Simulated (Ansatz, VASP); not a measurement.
# Zr: VASP beside Ansatz

```
Zr
1.0
     3.18905    0.00000    0.00000
     0.00000    4.51000    0.00000
     0.00000    0.00000   27.56715
Zr
7
Direct
  0.50000 0.50000 0.32648
  0.00000 0.00000 0.38432
  0.50000 0.50000 0.44216
  0.00000 0.00000 0.49976
  0.50000 0.50000 0.55724
  0.00000 0.00000 0.61642
  0.50000 0.50000 0.66903
```

Alike in both runs: functional PBE; k mesh 8 × 6 × 1; occupations gaussian, width 0.1 eV; no spin polarisation.

Ansatz relaxed the structure, and its values are those at the end. VASP's run is a single point on that final structure, the one shown.

|  | VASP | Ansatz |
| --- | --- | --- |
| version | VASP 6.6.1 | Ansatz 0.2.0 |
| potentials or method | VASP PAW PBE potentials, release 64 (Zr_sv) | scalar-relativistic, plane waves, PAW |
| plane-wave cutoff (eV) | 520 | 420 |
| valence electrons in the cell | 84 | 84 |

|  | VASP | Ansatz | Ansatz less VASP |
| --- | --- | --- | --- |
| gap on the k mesh at the Fermi level (eV) | none | none | - |
| rms of the force components (eV/Å) | 0.156 | 0.156 | 0.0000 |

A gap of «none» marks a metal or a gap that the smearing closes.
